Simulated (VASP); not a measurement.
Write the native input for VASP 6.6.1 that does the following.

```yaml
Task: relaxation of cell and atoms
Functional: PBE
Potentials_or_basis: VASP PAW PBE potentials, release 64 (Si, C)
Cutoff: 520 eV
k_mesh: 12 × 12 × 6
Occupations: gaussian, width 0.02 eV
Spin: no spin polarisation
Further_INCAR_settings: ALGO = Normal; EDIFF = 1e-07; IBRION = 2; EDIFFG = -0.002; NSW = 80; ISIF = 3
```

The structure of SiC lies in POSCAR:

```
SiC
1.0
    3.0760000000      0.0000000000      0.0000000000
   -1.5380000000      2.6638941400      0.0000000000
    0.0000000000      0.0000000000      5.0480000000
Si C
2 2
Direct
    0.3333333300      0.6666666700      0.0000000000
    0.6666666700      0.3333333300      0.5000000000
    0.3333333300      0.6666666700      0.3850000000
    0.6666666700      0.3333333300      0.8850000000
```

One way to write it, as run:

INCAR

```
SYSTEM = SiC
  ALGO = Normal
  EDIFF = 1E-7
  EDIFFG = -0.002
  ENCUT = 520
  GGA = PE
  IBRION = 2
  ISIF = 3
  ISMEAR = 0
  LASPH = .TRUE.
  LCHARG = .FALSE.
  LREAL = .FALSE.
  LWAVE = .FALSE.
  NELM = 60
  NSW = 80
  PREC = Accurate
  SIGMA = 0.02
```

KPOINTS

```
k-points
0
G
  12 12 6
  0 0 0
```

Potentials or basis: VASP PAW PBE potentials, release 64 (Si, C).

Run with:

```sh
$ cat potpaw_PBE.64/Si/POTCAR potpaw_PBE.64/C/POTCAR > POTCAR
$ mpirun -np 1 vasp_std > vasp.out
```

Results of the run:

| Item | Value |
| --- | --- |
| Relaxed volume | 10.50 Å³/atom |
| Relaxed cell | a = 3.092 Å, b = 3.092 Å, c = 5.074 Å, α = 90.00°, β = 90.00°, γ = 120.00° |
| Space group after relaxing (to 0.05 Å) | P6_3mc (No. 186) |
| Energy gained by relaxing | 10.7 meV/atom |
| Ionic steps | 7 |
| Pressure after relaxing | 0.0 GPa |
| Band gap on the k mesh | 2.30 eV, indirect (least direct gap 3.94 eV) |

Run time: 90 s on 1 thread of Intel(R) Xeon(R) Platinum 8259CL CPU @ 2.50GHz (Skylake/Cascade Lake) (shared host), peak memory 0.17 GiB.
